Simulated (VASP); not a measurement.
# Si (Fd-3m) in VASP: notebook

The runs below take Si through single point, with PBE.

All numbers are computed with VASP 6.6.1; they aren't measurements. Logs are shortened: lines on timing, memory, paths and dates and some standing lists are left out, and cuts for length are marked.

### Step 1. The crystal as given

The structure is cubic, space group Fd-3m (No. 227). Conventional cell: a = 5.430 Å, b = 5.430 Å, c = 5.430 Å, α = 90.00°, β = 90.00°, γ = 90.00°. Si (site symmetry -43m) is surrounded by 4 Si at 2.35 Å.

### Step 2. Single point, PBE

File INCAR:

```
SYSTEM = Si
  PREC = Accurate
  ENCUT = 520
  EDIFF = 1E-7
  ISMEAR = 0
  SIGMA = 0.05
  LREAL = .False.
  LASPH = .True.
  NELM = 80
  ALGO = Fast
  ISIF = 2
  LWAVE = .False.
  LCHARG = .True.
  GGA = PE
  LELF = .True.
  LVHAR = .True.
  NBANDS = 11
```

File KPOINTS:

```
regular mesh
0
Gamma
  14 14 14
  0 0 0
```

File POSCAR:

```
Si
1.0
    0.0000000000      2.7150000000      2.7150000000
    2.7150000000      0.0000000000      2.7150000000
    2.7150000000      2.7150000000      0.0000000000
Si
2
Direct
    0.5000000000      0.5000000000      0.5000000000
    0.7500000000      0.7500000000      0.7500000000
```

Potentials or basis: VASP PAW PBE potentials, release 64 (Si).

On the command line:

```console
> cat potpaw_PBE.64/Si/POTCAR > POTCAR
> mpirun -np 1 vasp_std > vasp.out
```

OUTCAR:

```text
SYSTEM = Si
   PREC = Accurate
   ENCUT = 520
   EDIFF = 1E-7
   ISMEAR = 0
   LREAL = .False.
   LASPH = .True.
   NELM = 80
   ISIF = 2
   GGA = PE

 ion  position               nearest neighbor table
   1  0.500  0.500  0.500-   2 2.35   2 2.35   2 2.35   2 2.35
   2  0.750  0.750  0.750-   1 2.35   1 2.35   1 2.35   1 2.35

  LATTYP: Found a face centered cubic cell.
 ALAT       =     5.4300000000

  Lattice vectors:

 A1 = (   0.0000000000,   2.7150000000,   2.7150000000)
 A2 = (   2.7150000000,   0.0000000000,   2.7150000000)
 A3 = (   2.7150000000,   2.7150000000,   0.0000000000)

Analysis of symmetry for initial positions (statically):
=====================================================================
 Subroutine PRICEL returns:
 Original cell was already a primitive cell.

 Routine SETGRP: Setting up the symmetry group for a
 face centered cubic supercell.

 Subroutine GETGRP returns: Found 48 space group operations
 (whereof 24 operations were pure point group operations)
 out of a pool of 48 trial point group operations.

The static configuration has the point symmetry T_d .
 The point group associated with its full space group is O_h .

Analysis of symmetry for dynamics (positions and initial velocities):
=====================================================================
 Subroutine PRICEL returns:
 Original cell was already a primitive cell.

 Routine SETGRP: Setting up the symmetry group for a
 face centered cubic supercell.

 Subroutine GETGRP returns: Found 48 space group operations
 (whereof 24 operations were pure point group operations)
 out of a pool of 48 trial point group operations.

The dynamic configuration has the point symmetry T_d .
 The point group associated with its full space group is O_h .

 Subroutine INISYM returns: Found 48 space group operations
 (whereof 24 operations are pure point group operations),
 and found     1 'primitive' translations

----------------------------------------------------------------------------------------

                                     Primitive cell

  volume of cell :      40.0258

  direct lattice vectors                    reciprocal lattice vectors
     0.000000000  2.715000000  2.715000000    -0.184162063  0.184162063  0.184162063
     2.715000000  0.000000000  2.715000000     0.184162063 -0.184162063  0.184162063
     2.715000000  2.715000000  0.000000000     0.184162063  0.184162063 -0.184162063

  length of vectors
     3.839589822  3.839589822  3.839589822     0.318978049  0.318978049  0.318978049

  position of ions in fractional coordinates (direct lattice)
     0.500000000  0.500000000  0.500000000
     0.750000000  0.750000000  0.750000000

  ion indices of the primitive-cell ions
   primitive index   ion index
                 1           1
                 2           2

----------------------------------------------------------------------------------------

 KPOINTS: regular mesh

Automatic generation of k-mesh.
 Grid dimensions read from file:
 generate k-points for:   14   14   14

 Generating k-lattice:

  Cartesian coordinates                     Fractional coordinates (reciprocal lattice)
    -0.013154433  0.013154433  0.013154433     0.071428571  0.000000000  0.000000000
     0.013154433 -0.013154433  0.013154433     0.000000000  0.071428571  0.000000000
     0.013154433  0.013154433 -0.013154433     0.000000000  0.000000000  0.071428571

  Length of vectors
     0.022784146  0.022784146  0.022784146

  Shift w.r.t. Gamma in fractional coordinates (k-lattice)
     0.000000000  0.000000000  0.000000000

 Subroutine IBZKPT returns following result:
 ===========================================

 Found    104 irreducible k-points:

 Following reciprocal coordinates:
            Coordinates               Weight
  0.000000  0.000000  0.000000      1.000000
  0.071429  0.000000  0.000000      8.000000
  0.142857  0.000000  0.000000      8.000000
  0.214286  0.000000  0.000000      8.000000
  0.285714  0.000000  0.000000      8.000000
  0.357143  0.000000  0.000000      8.000000
[... 16 lines left out ...]
  0.214286  0.142857  0.000000     24.000000
  0.285714  0.142857  0.000000     24.000000
 [... further k-points ...]
   k-points           NKPTS =    104   k-points in BZ     NKDIM =    104   number of bands    NBANDS=     11
   number of dos      NEDOS =    301   number of ions     NIONS =      2
   total plane-waves  NPLWV =  27000
   dimension x,y,z NGX =    30 NGY =   30 NGZ =   30
   dimension x,y,z NGXF=    60 NGYF=   60 NGZF=   60
   ions per type =               2
   NGX,Y,Z   is equivalent  to a cutoff of  12.99, 12.99, 12.99 a.u.
   NGXF,Y,Z  is equivalent  to a cutoff of  25.98, 25.98, 25.98 a.u.
 SYSTEM =  Si
   PREC   = accura    normal or accurate (medium, high low for compatibility)
   ISTART =      0    job   : 0-new  1-cont  2-samecut
   ICHARG =      2    charge: 1-file 2-atom 10-const
   ISPIN  =      1    spin polarized calculation?
   LNONCOLLINEAR =      F non collinear calculations
   LSORBIT =      F    spin-orbit coupling
   LASPH  =      T    aspherical Exc in radial PAW
   ENCUT  =  520.0 eV  38.22 Ry    6.18 a.u.   7.14  7.14  7.14*2*pi/ulx,y,z
   NELM   =     80;   NELMIN=  2; NELMDL= -5     # of ELM steps
   EDIFF  = 0.1E-06   stopping-criterion for ELM
   LREAL  =      F    real-space projection
   EDIFFG = 0.1E-05   stopping-criterion for IOM
   NSW    =      0    number of steps for IOM
   IBRION =     -1    ionic relax: 0-MD 1-quasi-New 2-CG
   NFREE  =      0    steps in history (QN), initial steepest desc. (CG)
   ISIF   =      2    stress and relaxation
   ISYM   =      2    0-nonsym 1-usesym 2-fastsym
   POTIM  = 0.5000    time-step for ionic-motion
   TEBEG  =    0.0;   TEEND  =   0.0 temperature during run
   PSTRESS=    0.0 pullay stress
   NELECT =       8.0000    total number of electrons
   NUPDOWN=      -1.0000    fix difference up-down
   EMIN   =  10.00;   EMAX   =-10.00  energy-range for DOS
   EFERMI =   0.00;   METHOD = LEGACY
   ISMEAR =     0;   SIGMA  =   0.05  broadening in eV -4-tet -1-fermi 0-gaus
   EFERMI_NEDOS =   21; number of points for ismear=-14 and -15
   IALGO  =     68    algorithm
   IMIX   =      4    mixing-type and parameters
     AMIX     =   0.40;   BMIX     =  1.00
     AMIX_MAG =   1.60;   BMIX_MAG =  1.00
  volume/ion in A,a.u.               =      20.01       135.05
  Fermi-wavevector in a.u.,A,eV,Ry     =   0.957176  1.808800 12.465458  0.916185
  Thomas-Fermi vector in A             =   2.086170
   LORBIT       =      0    0 simple, 1 ext, 2 COOP (PROOUT), +10 PAW based schemes
   GGA     = PE    functional components
   LHFCALC =     F    Hartree Fock is set to
   AEXX    =    0.0000 exact exchange contribution
   IVDW    =     0    specifies the selected vdW correction
   LEPSILON=     F    determine dielectric tensor
   LRPA    =     F    only Hartree local field effects (RPA)
 non-spin polarized calculation
 RMM-DIIS sequential band-by-band and
 Gauss-broadening in eV      SIGMA  =   0.05
  energy-cutoff  :      520.00
  volume of cell :       40.03
 maximum number of plane-waves:      1090
 NGX is ok and might be reduce to    30
   NGX = 15   NGY = 15   NGZ = 15

 number of electron       8.0000000 magnetization

 Free energy of the ion-electron system (eV)
  ---------------------------------------------------
  ext. energy  EPLUGINS =         0.00000000
  ---------------------------------------------------
  free energy    TOTEN  =       -10.84464648 eV

  energy without entropy =      -10.84464648  energy(sigma->0) =      -10.84464648

 E-fermi :   6.0768     XC(G=0):  -9.4109

 val. band max:        5.8290459136   @ k =   0.0000   0.0000   0.0000
 cond. band min:       6.4025376687   @ k =   0.4286   0.4286   0.0000
 fundamental gap:      0.5734917551
 Fermi energy:         6.0768440067

 k-point     1 :       0.0000    0.0000    0.0000
  band No.  band energies     occupation
      1      -6.1308      2.00000
      2       5.8290      2.00000
      3       5.8290      2.00000
      4       5.8290      2.00000
      5       8.3953      0.00000
      6       8.3953      0.00000
      7       8.3953      0.00000
      8       9.2073      0.00000
      9      13.5497      0.00000
     10      13.5497      0.00000
     11      13.7910      0.00000

 k-point     2 :       0.0714    0.0000    0.0000
  band No.  band energies     occupation
      1      -6.0639      2.00000
      2       5.1643      2.00000
      3       5.7208      2.00000
      4       5.7208      2.00000
      5       8.4551      0.00000
      6       8.5545      0.00000
      7       8.5545      0.00000
      8       9.6992      0.00000
      9      13.3415      0.00000
     10      13.3415      0.00000
     11      14.0789      0.00000

 k-point     3 :       0.1429    0.0000    0.0000
  band No.  band energies     occupation
      1      -5.8646      2.00000
      2       3.8993      2.00000
      3       5.4723      2.00000
      4       5.4723      2.00000
      5       8.2742      0.00000
      6       8.9166      0.00000
      7       8.9166      0.00000
      8      10.8644      0.00000
      9      12.9910      0.00000
     10      12.9910      0.00000
     11      14.7487      0.00000
[... 267 lines left out ...]
 k-point    23 :       0.2143    0.1429    0.0000
  band No.  band energies     occupation
      1      -5.5325      2.00000
      2       3.2499      2.00000
      3       4.5494      2.00000
      4       4.6079      2.00000
      5       7.6913      0.00000
      6       9.8046      0.00000
      7      10.3064      0.00000
      8      10.4255      0.00000
      9      12.8301      0.00000
     10      14.0623      0.00000
     11      15.8555      0.00000

 k-point    24 :       0.2857    0.1429    0.0000
  band No.  band energies     occupation
      1      -5.1670      2.00000
      2       2.0742      2.00000
      3       4.2761      2.00000
      4       4.3145      2.00000
      5       7.9074      0.00000
      6       9.7496      0.00000
      7      10.3860      0.00000
      8      10.5855      0.00000
      9      14.0120      0.00000
     10      14.3328      0.00000
     11      16.0610      0.00000

 [... further k-points ...]

------------------------ aborting loop because EDIFF is reached ----------------------------------------

  FORCE on cell =-STRESS in cart. coord.  units (eV):
  Direction    XX          YY          ZZ          XY          YZ          ZX
  --------------------------------------------------------------------------------------
  -------------------------------------------------------------------------------------
  Total        0.4967145      0.4967145      0.4967145      0.0000000      0.0000000      0.0000000
  in kB       19.8828157     19.8828157     19.8828157      0.0000000      0.0000000      0.0000000
  external PRESSURE =      19.8828157 kB  Pullay stress =       0.0000000 kB

 VOLUME and BASIS-vectors are now :
 -----------------------------------------------------------------------------
  energy-cutoff  :      520.00
  volume of cell :       40.03
      direct lattice vectors                 reciprocal lattice vectors
     0.000000000  2.715000000  2.715000000    -0.184162063  0.184162063  0.184162063
     2.715000000  0.000000000  2.715000000     0.184162063 -0.184162063  0.184162063
     2.715000000  2.715000000  0.000000000     0.184162063  0.184162063 -0.184162063

 POSITION                                       TOTAL-FORCE (eV/Angst)
 -----------------------------------------------------------------------------------
      2.71500      2.71500      2.71500        -0.000000      0.000000      0.000000
      4.07250      4.07250      4.07250         0.000000      0.000000     -0.000000
 -----------------------------------------------------------------------------------
    total drift:                                0.000000     -0.000000     -0.000000

  FREE ENERGIE OF THE ION-ELECTRON SYSTEM (eV)
  ---------------------------------------------------
  free  energy   TOTEN  =       -10.8446464773 eV

  energy  without entropy=      -10.8446464773  energy(sigma->0) =      -10.84464648
```

It took 41 s on 1 thread of Intel Xeon Platinum 8488C (Sapphire Rapids), shared host; peak memory 0.17 GiB.

Results:

```yaml
Free_energy: -10.8446 eV
Pressure: 2.0 GPa
Band_gap_on_the_k_mesh: 0.57 eV, indirect (least direct gap 2.57 eV)
```

Levels at points of the mesh, in eV from the valence-band top:
```
           k point  band 2  band 3  band 4  band 5  band 6  band 7
(0.00, 0.00, 0.00)    0.00    0.00    0.00    2.57    2.57    2.57
(0.50, 0.00, 0.00)   -6.97   -1.20   -1.20    1.54    3.34    3.34
(0.50, 0.50, 0.00)   -7.81   -2.85   -2.85    0.71    0.71   10.12
```

A k mesh can miss the band edges. Expect the measured gap to be larger: semilocal functionals such as PBE lack the derivative discontinuity.

### Step 3. Single point, PBE

This run uses another cell than the first one, of 20.29 Å³/atom, 1.014 times its volume.

File INCAR:

```
  ALGO = Fast
  EDIFF = 1E-6
  ENCUT = 520
  GGA = PE
  ISIF = 2
  ISMEAR = 0
  LASPH = True
  LCHARG = False
  LREAL = False
  LWAVE = False
  NBANDS = 11
  NELM = 80
  PREC = Accurate
  SIGMA = 0.05
```

File KPOINTS:

```
k-points
0
Gamma
  14 14 14
```

File POSCAR:

```
Si
1.0
    0.0000000000      2.7273716785      2.7273716785
    2.7273716785      0.0000000000      2.7273716785
    2.7273716785      2.7273716785      0.0000000000
Si
2
Direct
    0.5000000000      0.5000000000      0.5000000000
    0.7500000000      0.7500000000      0.7500000000
```

Potentials or basis: VASP PAW PBE potentials, release 64 (Si).

On the command line:

```console
> cat potpaw_PBE.64/Si/POTCAR > POTCAR
> mpirun -np 1 vasp_std > vasp.out
```

Run time: 58 s. Hardware: 1 thread of Intel Xeon Platinum 8488C (Sapphire Rapids), shared host; peak memory 0.17 GiB.

The run converged. Its results:

```
Free energy            : -10.8492 eV
Pressure               : 0.7 GPa
Band gap on the k mesh : 0.60 eV, indirect (least direct gap 2.56 eV)
```

Levels at points of the mesh, in eV from the valence-band top:
| k point | band 2 | band 3 | band 4 | band 5 | band 6 | band 7 |
| --- | --- | --- | --- | --- | --- | --- |
| (0.00, 0.00, 0.00) | 0.00 | 0.00 | 0.00 | 2.56 | 2.56 | 2.56 |
| (0.50, 0.00, 0.00) | -6.90 | -1.19 | -1.19 | 1.49 | 3.35 | 3.35 |
| (0.50, 0.50, 0.00) | -7.77 | -2.81 | -2.81 | 0.74 | 0.74 | 10.00 |

A k mesh can miss the band edges.

(Part 1 of 2 ends here.)
